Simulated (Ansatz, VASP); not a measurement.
This is a calculation of KI for Ansatz 0.2.0. 

input.yaml

```yaml
crystal:
  lattice:
    - [0.0, 3.532775, 3.532775]
    - [3.532775, 0.0, 3.532775]
    - [3.532775, 3.532775, 0.0]
  atoms:
    - { symbol: I, position: [0.5, 0.5, 0.5] }
    - { symbol: K, position: [0.0, 0.0, 0.0] }
hamiltonian:
  xc: pbe
  pseudopotentials: { kind: paw }
kpoints:
  mp_grid: { grid: [7, 7, 7] }
scf:
  occupations: { method: fermi_dirac, width: 0.05 }
output:
  forces: true
  stress: true
  eigenvalues: true
relax:
  f_tol: 0.01
  max_steps: 40
  cell: { stress_tol: 0.05 }
```

Potentials or basis: Ansatz PAW.

Launch:

```sh
$ ansatz run input.yaml --threads 2 --pin off --max-ram 5632MiB --backend cpu --events-out ev --progress --plain --runs-dir out
```

Question: Set up the same calculation for VASP 6.6.1. Potentials or basis there: PBE PAW files I, K_sv, 600 eV.

Answer: As run (cutoffs and basis follow the program's own potentials, and thresholds, step limits or extra output files can differ):

File INCAR:

```
SYSTEM = KI
PREC = Accurate
ENCUT = 600
EDIFF = 1E-6
ISMEAR = -1
SIGMA = 0.05
LREAL = .FALSE.
LASPH = .TRUE.
NELM = 80
ALGO = Fast
ISIF = 3
LWAVE = .FALSE.
LCHARG = .FALSE.
GGA = PE
IBRION = 2
NSW = 40
EDIFFG = -0.005
```

KPOINTS

```
regular mesh
0
G
  7 7 7
  0 0 0
```

The input POSCAR:

```
KI
1.0
    0.0000000000      3.5327750000      3.5327750000
    3.5327750000      0.0000000000      3.5327750000
    3.5327750000      3.5327750000      0.0000000000
I K
1 1
Direct
    0.5000000000      0.5000000000      0.5000000000
    0.0000000000      0.0000000000      0.0000000000
```

Potentials or basis: VASP PAW PBE potentials, release 64 (I, K_sv).

Launch:

```console
$ cat potpaw_PBE.64/I/POTCAR potpaw_PBE.64/K_sv/POTCAR > POTCAR
$ mpirun -np 1 vasp_std > vasp.out
```

Both were run:

|  | Ansatz | VASP |
| --- | --- | --- |
| Relaxed volume | 46.20 Å³/atom | 46.42 Å³/atom |
| Relaxed cell | a = 5.074 Å, b = 5.074 Å, c = 5.074 Å, α = 60.00°, β = 60.00°, γ = 60.00° | a = 5.083 Å, b = 5.083 Å, c = 5.083 Å, α = 60.00°, β = 60.00°, γ = 60.00° |
| Space group after relaxing | Fm-3m (No. 225) | Fm-3m (No. 225) |
| Pressure after relaxing | 0.0 GPa | 0.0 GPa |

Ansatz's pressure holds a Pulay term of +0.01 GPa for its cutoff of 420 eV, which the other run lacks.

The potentials hold 26 and 16 valence electrons a cell.

Where Ansatz's input types no cutoff or centring, it takes its own default and a Γ-centred mesh.

Pressure is positive in compression.
